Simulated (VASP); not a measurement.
Set up this calculation in VASP 6.6.1, as the native input.

- Task: band structure
- Functional: PBE0
- Dispersion: D3(BJ)
- Potentials or basis: VASP PAW PBE potentials, release 64 (Be)
- Cutoff: 500 eV
- k mesh: 8 × 8 × 8
- Occupations: fermi-dirac, width 0.05 eV
- Spin: no spin polarisation
- Grid for exact exchange (PRECFOCK): Normal
- Exchange at q = 0: default
- Further INCAR settings: ALGO = Normal; EDIFF = 1e-07; NBANDS = 7

Be:

```
Be
1.0
    -1.25312    1.25312    1.25312
     1.25312   -1.25312    1.25312
     1.25312    1.25312   -1.25312
Be
1
Direct
  0.00000 0.00000 0.00000
```

This isn't the form of Be at room conditions, which is hcp.

The input as run:

POSCAR

```
Be
1.0
   -1.2531209513      1.2531209513      1.2531209513
    1.2531209513     -1.2531209513      1.2531209513
    1.2531209513      1.2531209513     -1.2531209513
Be
1
Cartesian
    0.0000000000      0.0000000000      0.0000000000
```

INCAR.step1

```
SYSTEM = Be
PREC = Accurate
ENCUT = 500
EDIFF = 1E-5
ISMEAR = -1
SIGMA = 0.05
LREAL = .FALSE.
LASPH = .TRUE.
NELM = 60
ALGO = Normal
ISIF = 2
LWAVE = .TRUE.
LCHARG = .FALSE.
NBANDS = 7
GGA = PE
```

INCAR.step2

```
SYSTEM = Be
PREC = Accurate
ENCUT = 500
EDIFF = 1E-7
ISMEAR = -1
SIGMA = 0.05
LREAL = .FALSE.
LASPH = .TRUE.
NELM = 60
ALGO = Normal
ISIF = 2
LWAVE = .FALSE.
LCHARG = .FALSE.
GGA = PE
LHFCALC = .TRUE.
AEXX = 0.25
PRECFOCK = Normal
IVDW = 12
NBANDS = 7
ISTART = 1
```

KPOINTS

```
Automatic mesh
0
G
  8 8 8
  0 0 0
```

KPOINTS_OPT

```
path GHNGPH,PN
12
line-mode
reciprocal
 0.0000000000  0.0000000000  0.0000000000  G
 0.5000000000 -0.5000000000  0.5000000000  H

 0.5000000000 -0.5000000000  0.5000000000  H
 0.0000000000  0.0000000000  0.5000000000  N

 0.0000000000  0.0000000000  0.5000000000  N
 0.0000000000  0.0000000000  0.0000000000  G

 0.0000000000  0.0000000000  0.0000000000  G
 0.2500000000  0.2500000000  0.2500000000  P

 0.2500000000  0.2500000000  0.2500000000  P
 0.5000000000 -0.5000000000  0.5000000000  H

 0.2500000000  0.2500000000  0.2500000000  P
 0.0000000000  0.0000000000  0.5000000000  N
```

Potentials or basis: VASP PAW PBE potentials, release 64 (Be).

Run with:

```sh
$ cat potpaw_PBE.64/Be/POTCAR > POTCAR
$ cp INCAR.step1 INCAR
$ mpirun -np 1 vasp_std > vasp.out
$ cp INCAR.step2 INCAR
$ mpirun -np 1 vasp_std > vasp.out
```

Results of the run:

```
Pressure                   : -9.2 GPa
Dispersion energy per atom : -0.360 eV
```

Caveat: the k mesh is coarse (spacing up to 0.44 Å⁻¹), so the values aren't converged, least of all with exact exchange; an unscreened hybrid on a path of extra k points without a Coulomb cutoff has errors near the mesh points, so the bands along the path aren't reliable; the PAW data sets were made with another functional, which shifts forces and pressure a little; pairwise dispersion overbinds metals, which lowers pressure and volume.

Run time: 2.9 min on 1 thread of AMD EPYC 9R45 (Zen 5) (shared host), peak memory 0.11 GiB.
